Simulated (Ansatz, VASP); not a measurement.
**CdS in VASP and in Ansatz**

File INCAR:

```
SYSTEM = CdS
  ALGO = Normal
  EDIFF = 1E-7
  ENCUT = 520
  GGA = PE
  ISIF = 2
  ISMEAR = 0
  LASPH = .True.
  LCHARG = .False.
  LREAL = .False.
  LWAVE = .False.
  NBANDS = 16
  NELM = 60
  PREC = Accurate
  SIGMA = 0.05
```

Contents of KPOINTS:

```
k-points
0
Gamma
  10 10 10
  0 0 0
```

File POSCAR:

```
CdS
1.0
    0.0000000000      2.9498679679      2.8318732491
    2.9498679679      0.0000000000      2.8318732491
    2.9498679679      2.9498679679      0.0000000000
Cd S
1 1
Direct
    0.0000000000      0.0000000000      0.0000000000
    0.7500000000      0.7500000000      0.7500000000
```

Input for Ansatz:

```yaml
crystal:
  lattice:
    - [0.0, 2.9498679679, 2.8318732491]
    - [2.9498679679, 0.0, 2.8318732491]
    - [2.9498679679, 2.9498679679, 0.0]
  atoms:
    - { symbol: Cd, position: [0.0, 0.0, 0.0] }
    - { symbol: S, position: [0.75, 0.75, 0.75] }
basis:
  ecutwfc: 420
kpoints:
  mp_grid: { grid: [10, 10, 10] }
hamiltonian:
  xc: pbe
scf:
  occupations: { method: gaussian, width: 0.05 }
output:
  forces: true
  stress: true
  eigenvalues: true
```

Alike in both runs: task single point; functional PBE; k mesh 10 × 10 × 10; occupations gaussian, width 0.05 eV; no spin polarisation.

|  | VASP | Ansatz |
| --- | --- | --- |
| version | VASP 6.6.1 | Ansatz 0.2.0 |
| potentials or method | VASP PAW PBE potentials, release 64 (Cd, S) | scalar-relativistic, plane waves, PAW |
| plane-wave cutoff (eV) | 520 | 420 |
| valence electrons in the cell | 18 | 26 |

```csv
,VASP,Ansatz,Ansatz less VASP
gap on the k mesh at the Fermi level (eV),1.09,1.08,-0.006
least direct gap on the mesh (eV),1.09,1.08,-0.006
pressure (GPa),3.6,3.2,-0.37
largest component of the traceless stress (GPa),0.38,0.39,+0.013
```

The two sets of potentials don't hold the same shells in valence.

A hybrid or GW would open this gap; PBE tends to underestimate it.
